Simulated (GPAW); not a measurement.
## SiC (Moissanite) in GPAW: convergence with smearing width (eV)

The system is SiC (Moissanite).

```
CELL_PARAMETERS angstrom
3.07600 0.00000 0.00000
-1.53800 2.66389 0.00000
0.00000 0.00000 5.04800
ATOMIC_POSITIONS crystal
Si 0.66667 0.33333 0.50000
Si 0.33333 0.66667 0.00000
C 0.66667 0.33333 0.88500
C 0.33333 0.66667 0.38500
```

| Property | Result |
| --- | --- |
| Program | GPAW 26.7.0 |
| Task | convergence study |
| Functional | r2SCAN |
| Potentials or basis | GPAW PAW data sets (gpaw-data 1.2.1) |
| Cutoff | 800 eV |
| Basis | pw |
| k mesh | 8 × 8 × 4 |
| Occupations | marzari-vanderbilt, width 0.5 eV |
| Spin | no spin polarisation |

These are the settings of the first run; the series varies smearing width (eV), with any setting tied to it.

Hardware: 1 thread of Arm Neoverse V2, on a shared host.

Problem. The values tried are 0.5, 0.3, 0.2, 0.15, 0.1, 0.05, 0.025, 0.01, loosest first. From which on does the largest force stay within 0.005 eV/Å of the tightest run that finished?

Solution. From 0.15 on.

```
smearing width (eV)  energy less the tightest run, at zero smearing (meV/atom)  largest force (eV/Å)  gap on the mesh (eV)  SCF cycles  CPU time (s)  peak memory (GiB)
                0.5                                                       2.31                 0.713                 0.000          10            69               0.22
                0.3                                                       0.49                 0.744                 2.971          10            67               0.22
                0.2                                                       0.17                 0.764                 2.971          10            67               0.22
               0.15                                                       0.06                 0.770                 2.971          10            67               0.22
                0.1                                                       0.00                 0.773                 2.971          10            67               0.23
               0.05                                                       0.00                 0.773                 2.971          10            66               0.23
              0.025                                                       0.00                 0.773                 2.971          10            67               0.23
               0.01                                                       0.00                 0.773                 2.971          10            67               0.23
```

Against the tightest run, the energy stays within 1 meV/atom from 0.3 on; the gap on the mesh stays within 0.01 eV from 0.3 on. The tightest run that finished is the yardstick and may itself not be fully converged.

Caveat, for the tightest run too: this smearing can pin the Fermi level at a band edge; the PAW data sets were made with another functional, which shifts forces and pressure a little.
